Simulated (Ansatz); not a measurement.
**What a change of settings does to a run on KCl**

The cell is COD entry 1000050, as deposited and not checked against the literature; nothing was relaxed.

First run: DFT, r2SCAN, PAW with Ansatz's default frozen-core files, scalar-relativistic (Ansatz 0.2.0).

Command: `ansatz run input.yaml --threads 1 --pin off --max-ram 2048MiB --backend cpu --events-out ev --progress --plain --runs-dir out` The run took 8.1 s on 1 thread of Arm Neoverse N1 (shared host).

```yaml
crystal:
  lattice:
    - [3.634, 0.0, 0.0]
    - [0.0, 3.634, 0.0]
    - [0.0, 0.0, 3.634]
  atoms:
    - { symbol: K, position: [0.0, 0.0, 0.0] }
    - { symbol: Cl, position: [0.5, 0.5, 0.5] }
kpoints:
  mp_grid: { grid: [7, 7, 7] }
  band_path:
    path:
      - [0.0, 0.0, 0.0]
      - [0.0, 0.5, 0.0]
      - [0.5, 0.5, 0.0]
      - [0.0, 0.0, 0.0]
      - [0.5, 0.5, 0.5]
      - [0.0, 0.5, 0.0]
      - [0.5, 0.5, 0.5]
      - [0.5, 0.5, 0.0]
    npoints: 5
scf:
  occupations: { method: fermi_dirac, width: 0.01 }
hamiltonian:
  xc: r2scan
  pseudopotentials: { kind: paw }
output:
  forces: true
  stress: true
  eigenvalues: true
  efg: { contact_densities: true }
```

Result: converged; pressure 3.32 GPa; gap on the k mesh 6.43 eV (the mesh can miss the band edges); 6 SCF iterations.

The input is then changed:

```diff
@@ -7,4 +7,5 @@
     - { symbol: K, position: [0.0, 0.0, 0.0] }
     - { symbol: Cl, position: [0.5, 0.5, 0.5] }
+  symmetry: { detect: false }
 kpoints:
   mp_grid: { grid: [7, 7, 7] }
@@ -23,5 +24,5 @@
   occupations: { method: fermi_dirac, width: 0.01 }
 hamiltonian:
-  xc: r2scan
+  xc: revpbe
   pseudopotentials: { kind: paw }
 output:
@@ -30,3 +31,4 @@
   eigenvalues: true
   efg: { contact_densities: true }
+accuracy: low
```

What does the second run give?

It converged; pressure 6.38 GPa; gap on the k mesh 5.88 eV (the mesh can miss the band edges); 6 SCF iterations. Some of these settings are too coarse for converged properties.
